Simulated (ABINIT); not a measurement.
# HfO2 (P4_2/nmc) in ABINIT: notebook, part 2 of 3

ABINIT 10.8.3 (patched build). Earlier steps stand in the parts before.

### Step 3. Single point, PBEsol

Input file run.abi:

```
# Pseudopotentials
pp_dirpath "./"
pseudos "Hf.GGA_PBE-JTH.xml, O.GGA_PBE-JTH.xml"

# Structure
acell 3*1.0
rprim
     6.7236820798     0.0000000000     0.0000000000
     0.0000000000     6.7236820798     0.0000000000
     0.0000000000     0.0000000000     9.7734012415
ntypat 2
znucl 72 8
natom 6
typat 1 1 2 2 2 2
xred
     0.0000000000     0.0000000000     0.0000000000
     0.5000000000     0.5000000000     0.5000000000
     0.0000000000     0.5000000000     0.1972078800
     0.5000000000     0.0000000000     0.3027921200
     0.5000000000     0.0000000000     0.8027921200
     0.0000000000     0.5000000000     0.6972078800

# Plane-wave basis
ecut 625.861884 eV
pawecutdg 45.0

# k points
kptopt 1
ngkpt 6 6 4
nshiftk 1
shiftk 0.0 0.0 0.0

# Exchange and correlation
ixc -116133

# Bands and occupations
nband 29
occopt 3
tsmear 0.05 eV

# SCF cycle
nstep 100
tolvrs 1.0e-9

# Output
iomode 3
prtwf 0
prteig 0
prtebands 0
enunit 2
prtden 1
prtvha 1
prtvclmb 1
prtpot 1
```

Potentials or basis: JTH PAW PBE v2.0.

Launch:

```bash
$ abinit run.abi > log 2>&1
```

run.abo:

```text
.Version 10.8.3 of ABINIT
 Symmetries : space group P4_2/n m c (#137); Bravais tP (primitive tetrag.)
================================================================================
 Values of the parameters that define the memory need of the present run
     intxc =       0    ionmov =       0      iscf =      17    lmnmax =      18
     lnmax =       6     mgfft =      45  mpssoang =       3    mqgrid =    3001
     natom =       6  nloc_mem =       2    nspden =       1   nspinor =       1
    nsppol =       1      nsym =      16    n1xccc =       1    ntypat =       2
    occopt =       3   xclevel =       2
       mpw =        2346          nfft =       40500          nkpt =          30
 PAW method is used; the additional fine FFT grid is defined by:
   mgfftf=        60    nfftf =    121500
================================================================================
================================================================================

--------------------------------------------------------------------------------
------------- Echo of variables that govern the present computation ------------
--------------------------------------------------------------------------------
 -outvars: echo values of preprocessed input variables --------
            acell      1.0000000000E+00  1.0000000000E+00  1.0000000000E+00 Bohr
              amu      1.78490000E+02  1.59994000E+01
             ecut      2.30000000E+01 Hartree
           enunit           2
              ixc     -116133
         kptrlatt        6    0    0      0    6    0      0    0    4
          kptrlen      3.90936050E+01
            natom           6
            nband          29
            ngfft          30      30      45
          ngfftdg          45      45      60
             nkpt          30
            nstep         100
             nsym          16
           ntypat           2
           occopt           3
        pawecutdg      4.50000000E+01 Hartree
         pawxcdev           0
        prtebands           0
           prteig           0
           prtpot           1
         prtvclmb           1
           prtvha           1
            prtwf           0
            rprim      6.7236820798E+00  0.0000000000E+00  0.0000000000E+00
                       0.0000000000E+00  6.7236820798E+00  0.0000000000E+00
                       0.0000000000E+00  0.0000000000E+00  9.7734012415E+00
          spgroup         137
           tolvrs      1.00000000E-09
           tsmear      1.83746611E-03 Hartree
            typat      1  1  2  2  2  2
           useylm           1
           xangst      0.0000000000E+00  0.0000000000E+00  0.0000000000E+00
                       1.7790096638E+00  1.7790096638E+00  2.5859306033E+00
                       0.0000000000E+00  1.7790096638E+00  1.0199317842E+00
                       1.7790096638E+00  0.0000000000E+00  1.5659988191E+00
                       1.7790096638E+00  0.0000000000E+00  4.1519294223E+00
                       0.0000000000E+00  1.7790096638E+00  3.6058623874E+00
            xcart      0.0000000000E+00  0.0000000000E+00  0.0000000000E+00
                       3.3618410399E+00  3.3618410399E+00  4.8867006208E+00
                       0.0000000000E+00  3.3618410399E+00  1.9273917392E+00
                       3.3618410399E+00  0.0000000000E+00  2.9593088815E+00
                       3.3618410399E+00  0.0000000000E+00  7.8460095023E+00
                       0.0000000000E+00  3.3618410399E+00  6.8140923600E+00
             xred      0.0000000000E+00  0.0000000000E+00  0.0000000000E+00
                       5.0000000000E-01  5.0000000000E-01  5.0000000000E-01
                       0.0000000000E+00  5.0000000000E-01  1.9720788000E-01
                       5.0000000000E-01  0.0000000000E+00  3.0279212000E-01
                       5.0000000000E-01  0.0000000000E+00  8.0279212000E-01
[... 171 lines left out ...]
    1     -0.00000000000000    -0.00000000000000    -0.00000000000000
    2     -0.00000000000000    -0.00000000000000     0.00000000000000
    3     -0.00000000000000    -0.00000000000000     0.09987624617517
    4     -0.00000000000000    -0.00000000000000    -0.09987624617517
    5     -0.00000000000000    -0.00000000000000    -0.09987624617517
    6     -0.00000000000000    -0.00000000000000     0.09987624617517
 frms,max,avg= 4.7082114E-02 9.9876246E-02   0.000E+00  0.000E+00  0.000E+00 e/A
 length scales=  1.000000000000  1.000000000000  1.000000000000 bohr
              =  0.529177210544  0.529177210544  0.529177210544 angstroms
 Fermi (or HOMO) energy (hartree) =   0.09295   Average Vxc (hartree)=  -0.44448
 Eigenvalues (hartree) for nkpt=  30  k points:
 kpt#   1, nband= 29, wtk=  0.00694, kpt=  0.0000  0.0000  0.0000 (reduced coord)
  -2.24252   -2.24189   -1.10473   -1.09083   -1.09083   -1.08840   -1.08662   -1.08662
  -0.69196   -0.63121   -0.61723   -0.59503   -0.22906   -0.20709   -0.19959   -0.19959
  -0.12808   -0.12808   -0.07784   -0.07784   -0.05592   -0.03430   -0.03290   -0.03290
   0.14058    0.14181    0.18771    0.19648    0.20538
      occupation numbers for kpt#   1
   2.00000    2.00000    2.00000    2.00000    2.00000    2.00000    2.00000    2.00000
   2.00000    2.00000    2.00000    2.00000    2.00000    2.00000    2.00000    2.00000
   2.00000    2.00000    2.00000    2.00000    2.00000    2.00000    2.00000    2.00000
   0.00000    0.00000    0.00000    0.00000    0.00000
 prteigrs : prtvol=0 or 1, do not print more k-points.

 Fermi (or HOMO) energy (eV) =   2.52937   Average Vxc (eV)= -12.09504
 Eigenvalues (   eV  ) for nkpt=  30  k points:
 kpt#   1, nband= 29, wtk=  0.00694, kpt=  0.0000  0.0000  0.0000 (reduced coord)
 -61.02217  -61.00499  -30.06131  -29.68304  -29.68304  -29.61686  -29.56856  -29.56856
 -18.82923  -17.17602  -16.79569  -16.19149   -6.23310   -5.63523   -5.43099   -5.43099
  -3.48511   -3.48511   -2.11809   -2.11809   -1.52156   -0.93347   -0.89521   -0.89521
   3.82527    3.85895    5.10777    5.34642    5.58874
 prteigrs : prtvol=0 or 1, do not print more k-points.

--- !EnergyTerms
iteration_state     : {dtset: 1, }
comment             : Components of total free energy in Hartree
kinetic             :  4.10873335970836E+01
hartree             :  2.67524141505386E+01
xc                  : -2.96912178490583E+01
Ewald energy        : -1.34893080316828E+02
psp_core            :  2.21648338324643E+01
local_psp           : -5.50421980399685E+01
PAW spherical_terms : -3.54120560880723E+01
internal            : -1.65033970713841E+02
'-kT*entropy'       : -1.89092394136025E-15
total_energy        : -1.65033970713841E+02
total_energy_eV     : -4.49080312080224E+03
...

--- !EnergyTermsDC
iteration_state     : {dtset: 1, }
comment             : '"Double-counting" decomposition of free energy'
band_energy         : -2.99746912047024E+01
Ewald energy        : -1.34893080316828E+02
psp_core            :  2.21648338324643E+01
xc_dc               : -3.31243738163462E+01
PAW spherical_terms :  1.07933319352678E+01
internal            : -1.65033979570145E+02
'-kT*entropy'       : -1.89092394136025E-15
total_energy_dc     : -1.65033979570145E+02
total_energy_dc_eV  : -4.49080336179455E+03
...

--- !EnergyTermsWithPAWCore
iteration_state     : {dtset: 1, }
comment             : 'Components of total free energy, including PAW core contributions'
Total energy        : -3.04485274799536E+04
Total energy DC     : -3.04485274888099E+04
Total energy (eV)   : -8.28546641878384E+05
Total energy DC (eV): -8.28546642119377E+05
...

 Cartesian components of stress tensor (hartree/bohr^3)
  sigma(1 1)=  1.90892374E-05  sigma(3 2)=  0.00000000E+00
  sigma(2 2)=  1.90892374E-05  sigma(3 1)=  0.00000000E+00
  sigma(3 3)=  4.61682312E-05  sigma(2 1)=  0.00000000E+00

-Cartesian components of stress tensor (GPa)         [Pressure= -8.2719E-01 GPa]
- sigma(1 1)=  5.61624755E-01  sigma(3 2)=  0.00000000E+00
- sigma(2 2)=  5.61624755E-01  sigma(3 1)=  0.00000000E+00
- sigma(3 3)=  1.35831626E+00  sigma(2 1)=  0.00000000E+00

== END DATASET(S) ==============================================================
================================================================================

 -outvars: echo values of variables after computation  --------
            acell      1.0000000000E+00  1.0000000000E+00  1.0000000000E+00 Bohr
           etotal     -1.6503397957E+02
            fcart     -0.0000000000E+00 -0.0000000000E+00 -1.2397836950E-28
                      -0.0000000000E+00 -0.0000000000E+00  6.1989184751E-29
                      -0.0000000000E+00 -0.0000000000E+00  1.9422837511E-03
                      -0.0000000000E+00 -0.0000000000E+00 -1.9422837511E-03
                      -0.0000000000E+00 -0.0000000000E+00 -1.9422837511E-03
                      -0.0000000000E+00 -0.0000000000E+00  1.9422837511E-03
            rprim      6.7236820798E+00  0.0000000000E+00  0.0000000000E+00
                       0.0000000000E+00  6.7236820798E+00  0.0000000000E+00
                       0.0000000000E+00  0.0000000000E+00  9.7734012415E+00
           strten      1.9089237416E-05  1.9089237416E-05  4.6168231235E-05
                       0.0000000000E+00  0.0000000000E+00  0.0000000000E+00
           xangst      0.0000000000E+00  0.0000000000E+00  0.0000000000E+00
                       1.7790096638E+00  1.7790096638E+00  2.5859306033E+00
                       0.0000000000E+00  1.7790096638E+00  1.0199317842E+00
                       1.7790096638E+00  0.0000000000E+00  1.5659988191E+00
                       1.7790096638E+00  0.0000000000E+00  4.1519294223E+00
                       0.0000000000E+00  1.7790096638E+00  3.6058623874E+00
             xred      0.0000000000E+00  0.0000000000E+00  0.0000000000E+00
                       5.0000000000E-01  5.0000000000E-01  5.0000000000E-01
                       0.0000000000E+00  5.0000000000E-01  1.9720788000E-01
                       5.0000000000E-01  0.0000000000E+00  3.0279212000E-01
                       5.0000000000E-01  0.0000000000E+00  8.0279212000E-01
                       0.0000000000E+00  5.0000000000E-01  6.9720788000E-01
 Calculation completed.
```

It took 1.9 min on 1 thread of Arm Neoverse V1, shared host; peak memory 0.2 GiB.

Results:

- Free energy: -4490.8034 eV
- Pressure: -0.8 GPa
- Largest force: 0.100 eV/Å
- Band gap on the k mesh: 4.64 eV, indirect (least direct gap 4.72 eV)
- Valence electrons inside the program's atomic spheres: Hf 9.53, 9.56; O 4.61

Forces on the atoms (eV/Å):
```
Hf   0.000  0.000  0.000
Hf   0.000  0.000  0.000
O    0.000  0.000  0.100
O    0.000  0.000 -0.100
O    0.000  0.000 -0.100
O    0.000  0.000  0.100
```

Stress tensor (GPa, compression positive):
```
-0.56  0.00  0.00
 0.00 -0.56  0.00
 0.00  0.00 -1.36
```

Levels at points of the mesh, in eV from the valence-band top:
```tsv
k point	band 21	band 22	band 23	band 24	band 25	band 26	band 27	band 28
(0.00, 0.00, 0.00)	-0.71	-0.12	-0.08	-0.08	4.64	4.67	5.92	6.16
(0.50, 0.00, 0.00)	-1.45	-1.45	-0.13	-0.13	5.07	5.07	6.13	6.13
(0.50, 0.50, 0.00)	-0.80	-0.80	-0.55	-0.55	5.71	5.71	6.11	6.11
(0.00, 0.00, 0.50)	-0.62	-0.62	0.00	0.00	5.34	5.34	5.65	5.65
(0.50, 0.00, 0.50)	-1.40	-1.40	-0.96	-0.96	5.21	5.21	5.59	5.59
(0.50, 0.50, 0.50)	-1.43	-1.43	-0.04	-0.04	5.95	5.95	6.27	6.27
```

Caveat: the PAW data sets were made with another functional, which shifts forces and pressure a little; spin-orbit coupling is left out, which moves the levels of the heavy elements.

### Step 4. Single point, LDA

Input file run.abi:

```
# Pseudopotentials
pp_dirpath "./"
pseudos "Hf.LDA_PW-JTH.xml, O.LDA_PW-JTH.xml"

# Structure
acell 3.55801933 3.55801933 5.17186121 Angstrom
rprim
     1.0000000000     0.0000000000     0.0000000000
     0.0000000000     1.0000000000     0.0000000000
     0.0000000000     0.0000000000     1.0000000000
ntypat 2
znucl 72 8
natom 6
typat 1 1 2 2 2 2
xred
     0.0000000000     0.0000000000     0.0000000000
     0.5000000000     0.5000000000     0.5000000000
     0.0000000000     0.5000000000     0.1972078800
     0.5000000000     0.0000000000     0.3027921200
     0.5000000000     0.0000000000     0.8027921200
     0.0000000000     0.5000000000     0.6972078800

# Plane-wave basis
ecut 23.0
pawecutdg 45.0

# k points
kptopt 1
ngkpt 3 3 2
nshiftk 1
shiftk 0.0 0.0 0.0

# Exchange and correlation
ixc 7

# Bands and occupations
nband 29
occopt 3
tsmear 0.05 eV

# SCF cycle
nstep 100
tolvrs 1.0e-9

# Output
iomode 3
prtwf 0
prtden 0
prteig 0
prtebands 0
enunit 1
```

Potentials or basis: JTH PAW LDA v2.0.

Launch:

```bash
$ abinit run.abi > log 2>&1
```

run.abo:

```text
.Version 10.8.3 of ABINIT
 Symmetries : space group P4_2/n m c (#137); Bravais tP (primitive tetrag.)
================================================================================
 Values of the parameters that define the memory need of the present run
     intxc =       0    ionmov =       0      iscf =      17    lmnmax =      18
     lnmax =       6     mgfft =      45  mpssoang =       3    mqgrid =    3001
     natom =       6  nloc_mem =       2    nspden =       1   nspinor =       1
    nsppol =       1      nsym =      16    n1xccc =       1    ntypat =       2
    occopt =       3   xclevel =       1
       mpw =        2346          nfft =       40500          nkpt =           6
 PAW method is used; the additional fine FFT grid is defined by:
   mgfftf=        60    nfftf =    121500
================================================================================
================================================================================

[... 294 lines left out ...]
           etotal     -1.6563929239E+02
            fcart     -0.0000000000E+00 -9.7771441218E-33 -9.0350181066E-21
                      -0.0000000000E+00 -9.7771441218E-33 -9.0350181015E-21
                      -0.0000000000E+00 -9.7771441218E-33 -4.7973274574E-04
                      -0.0000000000E+00 -9.7771441218E-33  4.7973274574E-04
                      -0.0000000000E+00  2.2487431480E-31  4.7973274574E-04
                      -0.0000000000E+00 -1.8576573831E-31 -4.7973274574E-04
           strten      2.7837010798E-04  2.7837010798E-04  2.7028283381E-04
                       0.0000000000E+00  0.0000000000E+00  0.0000000000E+00
           xangst      0.0000000000E+00  0.0000000000E+00  0.0000000000E+00
                       1.7790096650E+00  1.7790096650E+00  2.5859306050E+00
                       0.0000000000E+00  1.7790096650E+00  1.0199317849E+00
                       1.7790096650E+00  0.0000000000E+00  1.5659988201E+00
                       1.7790096650E+00  0.0000000000E+00  4.1519294251E+00
                       0.0000000000E+00  1.7790096650E+00  3.6058623899E+00
             xred      0.0000000000E+00  0.0000000000E+00  0.0000000000E+00
                       5.0000000000E-01  5.0000000000E-01  5.0000000000E-01
                       0.0000000000E+00  5.0000000000E-01  1.9720788000E-01
                       5.0000000000E-01  0.0000000000E+00  3.0279212000E-01
                       5.0000000000E-01  0.0000000000E+00  8.0279212000E-01
                       0.0000000000E+00  5.0000000000E-01  6.9720788000E-01
 Calculation completed.
```

Run time: 19 s. Hardware: 1 thread of Arm Neoverse V1, shared host; peak memory 0.11 GiB.

Results:

```yaml
Free_energy: -4507.2748 eV
Pressure: -8.1 GPa
Largest_force: 0.025 eV/Å
Band_gap_on_the_k_mesh: 4.54 eV, indirect (least direct gap 4.62 eV)
Valence_electrons_inside_the_program's_atomic_spheres: Hf 9.55, 9.57; O 4.60
```

Forces in eV/Å, atoms in the order of the input:
```
Hf   0.000  0.000  0.000
Hf   0.000  0.000  0.000
O    0.000  0.000 -0.025
O    0.000  0.000  0.025
O    0.000  0.000  0.025
O    0.000  0.000 -0.025
```

Levels at points of the mesh, in eV from the valence-band top:
```tsv
k point	band 20	band 21	band 22	band 23	band 24	band 25	band 26	band 27	band 28	band 29
(0.00, 0.00, 0.00)	-1.32	-0.72	-0.12	-0.08	-0.08	4.54	4.58	5.85	6.06	6.39
(0.00, 0.00, 0.50)	-2.76	-0.62	-0.62	0.00	0.00	5.24	5.24	5.56	5.56	8.56
```

Caveat: the k mesh is coarse (spacing up to 0.61 Å⁻¹), so the values aren't converged; spin-orbit coupling is left out, which moves the levels of the heavy elements; an odd mesh through Γ misses points on the zone boundary, where band edges often lie.

(Continued in part 3 of 3.)
